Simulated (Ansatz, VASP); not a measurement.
# Two plane-wave programs on Ta

The input INCAR:

```
SYSTEM = Ta
  PREC = Accurate
  ENCUT = 520
  EDIFF = 1E-6
  ISMEAR = 0
  SIGMA = 0.1
  LREAL = .False.
  LASPH = .True.
  NELM = 60
  ALGO = Normal
  ISIF = 2
  LWAVE = .False.
  LCHARG = .False.
  GGA = PE
  NBANDS = 12
```

Contents of KPOINTS:

```
regular mesh
0
Gamma
  18 18 18
  0 0 0
```

Contents of POSCAR:

```
Ta
1.0
   -1.6962113288      1.6962113288      1.6962113288
    1.6962113288     -1.6962113288      1.6962113288
    1.6962113288      1.6962113288     -1.6962113288
Ta
1
Direct
    0.0000000000      0.0000000000      0.0000000000
```

Input for Ansatz:

```yaml
crystal:
  lattice:
    - [-1.6962113288, 1.6962113288, 1.6962113288]
    - [1.6962113288, -1.6962113288, 1.6962113288]
    - [1.6962113288, 1.6962113288, -1.6962113288]
  atoms:
    - { symbol: Ta, position: [0.0, 0.0, 0.0] }
basis:
  ecutwfc: 420
kpoints:
  mp_grid: { grid: [18, 18, 18] }
hamiltonian:
  xc: pbe
scf:
  occupations: { method: gaussian, width: 0.1 }
output:
  forces: true
  stress: true
  eigenvalues: true
  populations: true
```

Alike in both runs: task single point; functional PBE; k mesh 18 × 18 × 18; occupations gaussian, width 0.1 eV; no spin polarisation.

|  | VASP | Ansatz |
| --- | --- | --- |
| version | VASP 6.6.1 | Ansatz 0.2.0 |
| potentials or method | VASP PAW PBE potentials, release 64 (Ta_pv) | scalar-relativistic, plane waves, PAW |
| plane-wave cutoff (eV) | 520 | 420 |
| valence electrons in the cell | 11 | 13 |

|  | VASP | Ansatz | Ansatz less VASP |
| --- | --- | --- | --- |
| gap on the k mesh at the Fermi level (eV) | none | none | - |
| pressure (GPa) | -11.3 | -11.3 | -0.02 |

A gap of «none» marks a metal or a gap that the smearing closes. The two sets of potentials don't hold the same shells in valence.

Spin-orbit coupling is left out, which matters for the levels of Ta.
